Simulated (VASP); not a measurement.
Input of a VASP 6.6.1 run:

Contents of INCAR:

```
SYSTEM = KCl
AGGAC = 1.0
AGGAX = 1.0
ALDAC = 0.0
ALDAX = 1.0
ALGO = Normal
EDIFF = 1E-6
ENCUT = 520
GGA = B5
ISIF = 2
ISMEAR = -5
IVDW = 13
LASPH = .True.
LCHARG = .False.
LREAL = .False.
LWAVE = .False.
NBANDS = 15
NELM = 100
PREC = Accurate
SIGMA = 0.1
VDW_A1 = 0.44488865
VDW_A2 = 4.0933009
VDW_S6 = 1.0
VDW_S8 = 2.34076671
```

KPOINTS

```
k-points
0
Gamma
  7 7 7
  0 0 0
```

Contents of POSCAR:

```
KCl
1.0
    4.4497805500      0.0000000000      0.0000000000
    2.2248902750      3.8536229976      0.0000000000
    2.2248902750      1.2845409992      3.6332306050
K Cl
1 1
Direct
    0.0000000000      0.0000000000      0.0000000000
    0.5000000000      0.5000000000      0.5000000000
```

Potentials or basis: VASP PAW PBE potentials, release 64 (K_sv, Cl).

Launch:

```bash
$ cat potpaw_PBE.64/K_sv/POTCAR potpaw_PBE.64/Cl/POTCAR > POTCAR
$ mpirun -np 1 vasp_std > vasp.out
```

Estimate the dispersion energy per atom.

-0.189 eV.

Predict the band gap on the k mesh.

5.18 eV, direct.

Predict the pressure.

0.4 GPa.

Caveat: the PAW data sets were made with another functional, which shifts forces and pressure a little.

**Experimental background.**

A printed reference work, monograph reports, for a bulk crystal of KCl: band gap 8.68 eV.

A measured gap of KCl is 8.68 eV (a printed reference work, monograph); the calculated 5.18 eV misses it by -3.50 eV. The value is that of BLYP+D4 on a finite k mesh, which can miss the band edges, without temperature or zero-point motion. Semilocal functionals fall short of measured gaps as a rule.
